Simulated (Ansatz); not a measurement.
Relaxed SrF2 (fluorite):

```xyz
6
Lattice="0.0000 5.7906 5.7906 2.8953 2.8953 5.7906 2.8953 2.8953 0.0000" Properties=species:S:1:pos:R:3 pbc="T T T"
Sr     0.0000     0.0000     0.0000
Sr     2.8953     5.7906     2.8953
F      1.4477     1.4477     1.4477
F      1.4477     4.3430     4.3430
F      4.3430    10.1336    10.1336
F      4.3430     7.2383     7.2383
```

The atoms are displaced by Q × the pattern below (from a DFPT mode at X = (0.5, 0.5, 0.0), largest move 1; Q in Å), at fixed cell. (q is in reciprocal vectors of the primitive cell; the cell shown is doubled to hold the pattern.)

| atom | x | y | z |
|---|---|---|---|
| F3 | 0.000 | 0.000 | -1.000 |
| F4 | 0.000 | 0.000 | 1.000 |
| F5 | 0.000 | 0.000 | 1.000 |
| F6 | 0.000 | 0.000 | -1.000 |

Atoms not listed stay in place.

Computed with r2SCAN (plane waves to 500 eV, PAW, scalar-relativistic; Ansatz, an electronic-structure program). k mesh 10×10×10 (Γ-centred), Fermi-Dirac smearing 0.05 eV. The energy includes the smearing's −TS. SrF2 was relaxed with its symmetry unable to fall. The zero of ΔE is the undisplaced structure.

```json
[
 {"Q (Å)": "-0.2800", "ΔE (meV/cell)": "1471"},
 {"Q (Å)": "-0.2333", "ΔE (meV/cell)": "1000"},
 {"Q (Å)": "-0.1867", "ΔE (meV/cell)": "withheld"},
 {"Q (Å)": "-0.1400", "ΔE (meV/cell)": "350"},
 {"Q (Å)": "-0.0933", "ΔE (meV/cell)": "155"},
 {"Q (Å)": "-0.0467", "ΔE (meV/cell)": "38"},
 {"Q (Å)": "0.0000", "ΔE (meV/cell)": "0"},
 {"Q (Å)": "0.0467", "ΔE (meV/cell)": "38"},
 {"Q (Å)": "0.0933", "ΔE (meV/cell)": "155"},
 {"Q (Å)": "0.1400", "ΔE (meV/cell)": "350"},
 {"Q (Å)": "0.1867", "ΔE (meV/cell)": "withheld"},
 {"Q (Å)": "0.2333", "ΔE (meV/cell)": "1000"},
 {"Q (Å)": "0.2800", "ΔE (meV/cell)": "1471"}
]
```

Problem. Fit an even polynomial form (powers 2, 4) to the given rows and predict ΔE at Q = -0.1867.

Solution. Least squares on the 11 given rows: ΔE = (17540)·Q² + (15560)·Q⁴, in meV/cell with Q in Å; root-mean-square residual 0.6 meV/cell. At -0.1867 the fit gives 630 meV/cell; the calculation gives 630 meV/cell, the same to the digits shown. The quadratic term alone would give 611 meV/cell.

(For displaced atoms, the force is minus the slope of the energy, and its curvature is a force constant, which sets phonon frequencies.)
